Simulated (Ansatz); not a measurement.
# CoSi: free directions for the moments, part 2 of 2

Aim: compare arrangements of the moments in a cell of CoSi on spinors, without spin-orbit coupling. Methods of the runs shown: PAW. Its runs: parallel moments (PAW); parallel moments on spinors (PAW); moments marked - in +- held at 30 degrees to the others (PAW); moments marked - in +- held at 60 degrees to the others (PAW); moments marked - in +- held at 90 degrees to the others (PAW); moments marked - in +- held at 120 degrees to the others (PAW); moments marked - in +- held at 150 degrees to the others (PAW); moments start +- on spinors (PAW).

Ansatz 0.2.0; DFT PBE; a Materials Project cell. The steps go on from the part before.

## 6. Moments marked - in +- held at 90 degrees to the others, PAW

Input file input.yaml:

```yaml
crystal:
  lattice:
    - [2.781334, 0.0, 0.0]
    - [0.0, 2.781334, 0.0]
    - [0.0, 0.0, 5.562668]
  atoms:
    - { symbol: Co, position: [0.0, 0.0, 0.0], spin: 0.6, spin_axis: [0.0, 0.0, 1.0] }
    - { symbol: Co, position: [0.0, 0.0, 0.5], spin: 0.6, spin_axis: [1.0, 0.0, 0.0] }
    - { symbol: Si, position: [0.5, 0.5, 0.25] }
    - { symbol: Si, position: [0.5, 0.5, 0.75] }
magnetization:
  noncollinear: true
  spin_locking: { lock_directions: true }
kpoints:
  mp_grid: { grid: [13, 13, 7] }
scf:
  occupations: { method: fermi_dirac, width: 0.03 }
  max_iter: 150
  lower_state_search: "off"
hamiltonian:
  xc: pbe
  pseudopotentials: { kind: paw }
output:
  eigenvalues: false
```

Command:

```sh
> ansatz run input.yaml --threads 2 --pin off --max-ram 6144MiB --backend cpu --events-out ev --progress --plain --runs-dir out
```

Output (excerpt; [...] marks lines left out):

```text
settings of this run that can trade accuracy for cost: output.eigenvalues: false. Do not mix this run's numbers with those of runs without the same settings; the input reference describes each key
[...]
Pseudopotentials: kind: paw
Pseudopotential: Co, paw, valence charge 17, recommended cutoff 420 eV (normal)
Pseudopotential: Si, paw, valence charge 4, recommended cutoff 420 eV (normal)
Functional definition: PBE
[...]
Crystal: 4 atoms, lattice volume = 43.032 Å³
Basis set: ecut = 420 eV, 855 PW (Γ)
Bands: 52, of which v1, the nominal top of the filled ones, is band 42 counted from 1 (41 counted from 0)
Symmetry: 32 space group operations + 32 with time reversal
[...]
  site 1: m = (+0.4895, -0.0000, -0.0003) μB, |m| = 0.4895 μB  (R = 0.99 Å)
  site 2: m = (+0.0071, -0.0000, +0.0071) μB, |m| = 0.0100 μB  (R = 0.99 Å)
  site 3: m = (+0.0071, +0.0000, +0.0071) μB, |m| = 0.0100 μB  (R = 0.99 Å)
--- Magnetisation constraints (ε_frz = 1.0e-4 eV) ---
  site  kind           target                            achieved (μB)             |Δ|max (μB)  g (eV/μB)                  λ_eff  esc  ok   flags
  0     per_site_axis  ê (+0.000, +0.000, +1.000) ≥0.00  (-0.000, +0.000, +0.489)  2.93e-4      (+4.5e-2, +0.0e0, +0.0e0)  1.000  0    yes
  1     per_site_axis  ê (+1.000, +0.000, +0.000) ≥0.00  (+0.489, +0.000, -0.000)  2.93e-4      (+0.0e0, +0.0e0, +4.5e-2)  1.000  0    yes
Free energy (F): -11525.496881 eV
[...]
E sigma→0 (E₀):  -11525.489842 eV
Entropy (-TS):   -0.014078 eV (-3.519 meV/atom)
Fermi energy:    17.441531 eV
[...]
settings of this run that can trade accuracy for cost: output.eigenvalues: false. Do not mix this run's numbers with those of runs without the same settings; the input reference describes each key
```

Wall time 57 s (2 threads of Arm Neoverse V2, shared host); peak memory 0.65 GiB.

Read from it: total moment 0.70 μB; moments (x, y, z) Co1 (0.00, 0.00, 0.49), Co2 (0.49, 0.00, 0.00) μB.

## 7. Moments marked - in +- held at 120 degrees to the others, PAW

input.yaml, as its differences from that of step 6:

```diff
@@ -7,3 +7,3 @@
     - { symbol: Co, position: [0.0, 0.0, 0.0], spin: 0.6, spin_axis: [0.0, 0.0, 1.0] }
-    - { symbol: Co, position: [0.0, 0.0, 0.5], spin: 0.6, spin_axis: [1.0, 0.0, 0.0] }
+    - { symbol: Co, position: [0.0, 0.0, 0.5], spin: 0.6, spin_axis: [0.8660254, 0.0, -0.5] }
     - { symbol: Si, position: [0.5, 0.5, 0.25] }
```

Command:

```sh
> ansatz run input.yaml --threads 2 --pin off --max-ram 6144MiB --backend cpu --events-out ev --progress --plain --runs-dir out
```

Output (excerpt; [...] marks lines left out):

```text
settings of this run that can trade accuracy for cost: output.eigenvalues: false. Do not mix this run's numbers with those of runs without the same settings; the input reference describes each key
[...]
Pseudopotentials: kind: paw
Pseudopotential: Co, paw, valence charge 17, recommended cutoff 420 eV (normal)
Pseudopotential: Si, paw, valence charge 4, recommended cutoff 420 eV (normal)
Functional definition: PBE
[...]
Crystal: 4 atoms, lattice volume = 43.032 Å³
Basis set: ecut = 420 eV, 855 PW (Γ)
Bands: 52, of which v1, the nominal top of the filled ones, is band 42 counted from 1 (41 counted from 0)
Symmetry: 32 space group operations + 32 with time reversal
[...]
  site 1: m = (+0.3212, -0.0000, -0.1870) μB, |m| = 0.3717 μB  (R = 0.99 Å)
  site 2: m = (+0.0056, -0.0000, +0.0032) μB, |m| = 0.0065 μB  (R = 0.99 Å)
  site 3: m = (+0.0056, +0.0000, +0.0032) μB, |m| = 0.0065 μB  (R = 0.99 Å)
--- Magnetisation constraints (ε_frz = 1.0e-4 eV) ---
  site  kind           target                            achieved (μB)             |Δ|max (μB)  g (eV/μB)                     λ_eff  esc  ok   flags
  0     per_site_axis  ê (+0.000, +0.000, +1.000) ≥0.00  (-0.001, +0.000, +0.372)  1.38e-3      (+3.0e-2, +3.6e-43, +0.0e0)   1.000  0    yes
  1     per_site_axis  ê (+0.866, +0.000, -0.500) ≥0.00  (+0.321, -0.000, -0.187)  1.19e-3      (+1.5e-2, -3.6e-43, +2.6e-2)  1.000  0    yes
Free energy (F): -11525.487678 eV
[...]
E sigma→0 (E₀):  -11525.480502 eV
Entropy (-TS):   -0.014352 eV (-3.588 meV/atom)
Fermi energy:    17.399823 eV
[...]
settings of this run that can trade accuracy for cost: output.eigenvalues: false. Do not mix this run's numbers with those of runs without the same settings; the input reference describes each key
```

It took 58 s on 2 threads of Arm Neoverse V2, shared host; peak memory 0.65 GiB.

Read from it: total moment 0.38 μB; moments (x, y, z) Co1 (0.00, 0.00, 0.37), Co2 (0.32, 0.00, -0.19) μB.

## 8. Moments marked - in +- held at 150 degrees to the others, PAW

input.yaml, as its differences from that of step 7:

```diff
@@ -7,3 +7,3 @@
     - { symbol: Co, position: [0.0, 0.0, 0.0], spin: 0.6, spin_axis: [0.0, 0.0, 1.0] }
-    - { symbol: Co, position: [0.0, 0.0, 0.5], spin: 0.6, spin_axis: [0.8660254, 0.0, -0.5] }
+    - { symbol: Co, position: [0.0, 0.0, 0.5], spin: 0.6, spin_axis: [0.5, 0.0, -0.8660254] }
     - { symbol: Si, position: [0.5, 0.5, 0.25] }
```

Command:

```sh
> ansatz run input.yaml --threads 2 --pin off --max-ram 6144MiB --backend cpu --events-out ev --progress --plain --runs-dir out
```

Output (excerpt; [...] marks lines left out):

```text
settings of this run that can trade accuracy for cost: output.eigenvalues: false. Do not mix this run's numbers with those of runs without the same settings; the input reference describes each key
[...]
Pseudopotentials: kind: paw
Pseudopotential: Co, paw, valence charge 17, recommended cutoff 420 eV (normal)
Pseudopotential: Si, paw, valence charge 4, recommended cutoff 420 eV (normal)
Functional definition: PBE
[...]
Crystal: 4 atoms, lattice volume = 43.032 Å³
Basis set: ecut = 420 eV, 855 PW (Γ)
Bands: 52, of which v1, the nominal top of the filled ones, is band 42 counted from 1 (41 counted from 0)
Symmetry: 32 space group operations + 32 with time reversal
[...]
  site 1: m = (+0.1374, -0.0000, -0.2246) μB, |m| = 0.2633 μB  (R = 0.99 Å)
  site 2: m = (+0.0028, +0.0000, +0.0007) μB, |m| = 0.0029 μB  (R = 0.99 Å)
  site 3: m = (+0.0028, -0.0000, +0.0007) μB, |m| = 0.0029 μB  (R = 0.99 Å)
--- Magnetisation constraints (ε_frz = 1.0e-4 eV) ---
  site  kind           target                            achieved (μB)             |Δ|max (μB)  g (eV/μB)                     λ_eff  esc  ok   flags
  0     per_site_axis  ê (+0.000, +0.000, +1.000) ≥0.00  (+0.007, -0.000, +0.263)  6.73e-3      (+1.3e-2, -3.4e-44, +0.0e0)   1.000  0    yes
  1     per_site_axis  ê (+0.500, +0.000, -0.866) ≥0.00  (+0.137, +0.000, -0.225)  5.83e-3      (+1.2e-2, +3.4e-44, +6.7e-3)  1.000  0    yes
Free energy (F): -11525.484520 eV
[...]
E sigma→0 (E₀):  -11525.477902 eV
Entropy (-TS):   -0.013235 eV (-3.309 meV/atom)
Fermi energy:    17.371652 eV
[...]
settings of this run that can trade accuracy for cost: output.eigenvalues: false. Do not mix this run's numbers with those of runs without the same settings; the input reference describes each key
```

It took 36 s on 2 threads of Arm Neoverse V2, shared host; peak memory 0.65 GiB.

In short: total moment 0.16 μB; moments (x, y, z) Co1 (0.01, 0.00, 0.26), Co2 (0.14, 0.00, -0.22) μB.

## 9. Moments start +- on spinors, PAW

Input file input.yaml:

```yaml
crystal:
  lattice:
    - [2.781334, 0.0, 0.0]
    - [0.0, 2.781334, 0.0]
    - [0.0, 0.0, 5.562668]
  atoms:
    - { symbol: Co, position: [0.0, 0.0, 0.0], spin: 0.6, spin_axis: [0.0, 0.0, 1.0] }
    - { symbol: Co, position: [0.0, 0.0, 0.5], spin: 0.6, spin_axis: [0.0, 0.0, -1.0] }
    - { symbol: Si, position: [0.5, 0.5, 0.25] }
    - { symbol: Si, position: [0.5, 0.5, 0.75] }
magnetization:
  noncollinear: true
kpoints:
  mp_grid: { grid: [13, 13, 7] }
scf:
  occupations: { method: fermi_dirac, width: 0.03 }
  lower_state_search: "off"
hamiltonian:
  xc: pbe
  pseudopotentials: { kind: paw }
output:
  eigenvalues: false
  write_density: true
  write_potential: true
  elf: true
  volumetric_format: npy
```

Command:

```sh
> ansatz run input.yaml --threads 2 --pin off --max-ram 6144MiB --backend cpu --events-out ev --progress --plain --runs-dir out
```

Output (excerpt; [...] marks lines left out):

```text
settings of this run that can trade accuracy for cost: output.eigenvalues: false. Do not mix this run's numbers with those of runs without the same settings; the input reference describes each key
[...]
Pseudopotentials: kind: paw
Pseudopotential: Co, paw, valence charge 17, recommended cutoff 420 eV (normal)
Pseudopotential: Si, paw, valence charge 4, recommended cutoff 420 eV (normal)
Functional definition: PBE
[...]
Crystal: 4 atoms, lattice volume = 43.032 Å³
Basis set: ecut = 420 eV, 855 PW (Γ)
Bands: 52, of which v1, the nominal top of the filled ones, is band 42 counted from 1 (41 counted from 0)
Symmetry: 32 space group operations + 32 with time reversal
[...]
Magnetization: |M| = 0.0000 μB,  M = (+0.0000, +0.0000, -0.0000) μB
Absolute magnetization: 0.4837 μB (∫|m|, with the PAW one-centre terms)
Moment direction: held on its axis by an average over the rotations of spin about it
  site 0: m = (+0.0000, +0.0000, +0.2266) μB, |m| = 0.2266 μB  (R = 0.99 Å)
  site 1: m = (+0.0000, +0.0000, -0.2266) μB, |m| = 0.2266 μB  (R = 0.99 Å)
  site 2: m = (+0.0000, +0.0000, -0.0000) μB, |m| = 0.0000 μB  (R = 0.99 Å)
  site 3: m = (+0.0000, +0.0000, +0.0000) μB, |m| = 0.0000 μB  (R = 0.99 Å)
Free energy (F): -11525.483608 eV
[...]
E sigma→0 (E₀):  -11525.477169 eV
Entropy (-TS):   -0.012880 eV (-3.220 meV/atom)
Fermi energy:    17.363183 eV
[...]
settings of this run that can trade accuracy for cost: output.eigenvalues: false. Do not mix this run's numbers with those of runs without the same settings; the input reference describes each key
```

It took 39 s on 2 threads of Arm Neoverse V2, shared host; peak memory 0.66 GiB.

Result: total moment 0.00 μB; moments (x, y, z) Co1 (0.00, 0.00, 0.23), Co2 (0.00, 0.00, -0.23) μB.

Density in a lattice plane of the grid's cell (edges 2.78 and 5.56 Å, at 0.000 of the third edge), which holds Co.

Ten even steps from '0' (0.28 e/Å³) to '9' (56.97 e/Å³):
```
531000000013
000000000000
000000000000
000000000000
000000000000
000000000000
000000000000
000000000000
531000000013
961000000016
531000000013
000000000000
000000000000
000000000000
000000000000
000000000000
000000000000
000000000000
531000000013
961000000016
```
Columns run along the first of these edges and rows up along the second, over one cell in 12 and 20 even steps from the bottom left corner. Atoms in the plane (fractional): Co at (0.00, 0.00), Co at (0.00, 0.50).

ELF in the same plane.

Ten even steps from ' ' (0.16) to '@' (0.98):
```
@@##==..    ..    ..==##
==--..    ..::..    ..--
        ..::::::..      
    ....::------::....  
....::::----------::::..
    ....::------::....  
        ..::::::..      
==--..    ..::..    ..--
@@##==..    ..    ..==##
@@@@**..    ..    ..**@@
@@##==..    ..    ..==##
==--..    ..::..    ..--
        ..::::::..      
    ....::------::....  
....::::----------::::..
    ....::------::....  
        ..::::::..      
==--..    ..::..    ..--
@@##==..    ..    ..==##
@@@@**..    ..    ..**@@
```
Columns run along the first of these edges and rows up along the second, over one cell in 12 and 20 even steps from the bottom left corner. Atoms in the plane (fractional): Co at (0.00, 0.00), Co at (0.00, 0.50).

Both are smooth fields of the valence electrons: close to the nuclei they are not physical.

The highest ELF values outside the cores: 0.64 on the Si–Co line, 0.9 Å from Si.

## 10. Side by side

The reference is each method's run with parallel moments; energies are per magnetic atom (2 in the cell).

| run | method | energy from the method's reference (meV/magnetic atom) | total moment (μB) | largest site moment (μB) | cycles | time |
| --- | --- | --- | --- | --- | --- | --- |
| parallel moments on spinors | PAW | 0.0 | 1.19 | 0.61 | 20 | 43 s |
| moments marked - in +- held at 30 degrees to the others | PAW | 2.3 | 1.12 | 0.59 | 19 | 47 s |
| moments marked - in +- held at 60 degrees to the others | PAW | 7.9 | 0.94 | 0.54 | 20 | 48 s |
| moments marked - in +- held at 90 degrees to the others | PAW | 14.2 | 0.70 | 0.49 | 22 | 57 s |
| moments marked - in +- held at 120 degrees to the others | PAW | 18.8 | 0.38 | 0.37 | 23 | 58 s |
| moments marked - in +- held at 150 degrees to the others | PAW | 20.4 | 0.16 | 0.26 | 14 | 36 s |
| moments start +- on spinors | PAW | 20.8 | 0.00 | 0.23 | 16 | 39 s |

## 11. Results

The summary covers parts 1 to 2.

| quantity | value |
| --- | --- |
| lowest (PAW) | parallel moments on spinors, 0.0 meV a magnetic atom from the reference |

By PAW the lowest run is «parallel moments on spinors», 2.3 meV a magnetic atom under «moments marked - in +- held at 30 degrees to the others». A run can end in another pattern than it began with. Only this cell's orders were tried, so longer waves of spin are out of reach. Other magnetic orders may lie lower; this is the state that the run reached. The k mesh (13×13×7) wasn't tested for convergence.
